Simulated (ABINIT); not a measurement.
Runs of ABINIT 10.8.3 (patched build) on Al2O3 (Corundum). Symmetry: R-3c, No. 167, trigonal system. The conventional cell has a = 4.760 Å, b = 4.760 Å, c = 12.996 Å, α = 90.00°, β = 90.00°, γ = 120.00°. Al (site symmetry 3) is surrounded by 6 O at 1.85 to 1.97 Å. Around O (site symmetry 2) lie 4 Al at 1.85 to 1.97 Å. 

| level | potentials or basis | k mesh | mesh quality | gap on the mesh (eV) | pressure (GPa) | largest force (eV/Å) |
| --- | --- | --- | --- | --- | --- | --- |
| PBEsol | JTH PAW PBE v2.0 | 4 × 4 × 4 | not flagged | 6.10 | 2.8 | 0.11 |
| PBEsol | JTH PAW PBE v2.0 | 3 × 3 × 3 | coarse | 6.10 | 2.8 | 0.11 |
| LDA | JTH PAW LDA v2.0 | 6 × 6 × 6 | not flagged | 6.14 | -6.0 | 0.12 |
| LDA | JTH PAW LDA v2.0 | 3 × 3 × 3 | coarse | 6.14 | -6.0 | 0.12 |
| PBE | JTH PAW PBE v2.0 | 3 × 3 × 3 | coarse | (a) | 7.3 | 0.07 |

Alike in all rows: task single point; no spin polarisation; cell as given; cutoff (eV) 626; smearing fermi-dirac 0.05 eV.

Problem. Estimate the missing entries.

Solution. (a) 6.20.

Caveats: some runs use coarse meshes; the PAW data sets were made with another functional, which shifts forces and pressure a little (some runs).

A k mesh can miss the band edges.
